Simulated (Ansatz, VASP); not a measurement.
# Two plane-wave programs on MgI2

Contents of INCAR:

```
SYSTEM = MgI2
PREC = Accurate
ENCUT = 520
EDIFF = 1E-7
ISMEAR = 0
SIGMA = 0.05
LREAL = .False.
LASPH = .True.
NELM = 80
ALGO = Normal
ISIF = 2
LWAVE = .False.
LCHARG = .False.
GGA = PE
NBANDS = 15
```

The input KPOINTS:

```
regular mesh
0
Gamma
  6 6 4
  0 0 0
```

The input POSCAR:

```
MgI2
1.0
    4.3165329393      0.0000000000      0.0000000000
   -2.1582664697      3.7382271817      0.0000000000
    0.0000000000      0.0000000000      8.0147218160
Mg I
1 2
Direct
    0.0000000000      0.0000000000      0.0000000000
    0.3333333333      0.6666666667      0.7935475476
    0.6666666667      0.3333333333      0.2064524524
```

Input for Ansatz:

```yaml
crystal:
  lattice:
    - [4.3165329393, 0.0, 0.0]
    - [-2.1582664697, 3.7382271817, 0.0]
    - [0.0, 0.0, 8.014721816]
  atoms:
    - { symbol: Mg, position: [0.0, 0.0, 0.0] }
    - { symbol: I, position: [0.3333333333, 0.6666666667, 0.7935475476] }
    - { symbol: I, position: [0.6666666667, 0.3333333333, 0.2064524524] }
basis:
  ecutwfc: 520.0
kpoints:
  mp_grid: { grid: [6, 6, 4] }
hamiltonian:
  xc: pbe
scf:
  occupations: { method: gaussian, width: 0.05 }
output:
  forces: true
  stress: true
  eigenvalues: true
  write_density: true
  write_potential: true
  elf: true
  volumetric_format: npy
```

Alike in both runs: task single point; functional PBE; k mesh 6 × 6 × 4; occupations gaussian, width 0.05 eV; no spin polarisation.

```csv
,VASP,Ansatz
version,VASP 6.6.1,Ansatz 0.2.0
potentials or method,"VASP PAW PBE potentials, release 64 (Mg, I)","scalar-relativistic, plane waves, PAW"
plane-wave cutoff (eV),520,520
valence electrons in the cell,16,44
```

```csv
,VASP,Ansatz,Ansatz less VASP
gap on the k mesh at the Fermi level (eV),3.60,3.61,+0.016
least direct gap on the mesh (eV),3.60,3.61,+0.016
pressure (GPa),-1.0,-0.9,+0.04
largest component of the traceless stress (GPa),0.56,0.55,-0.006
rms of the force components (eV/Å),0.044,0.039,-0.0045
```

Atom by atom the forces differ by 0.004 eV/Å (rms over components). The two sets of potentials don't hold the same shells in valence.

Caveats: spin-orbit coupling is left out, which moves the levels of the heavy elements; this functional lacks dispersion, which binds the layers, so the pressure and a relaxed spacing across them are unreliable. A k mesh can miss the band edges.
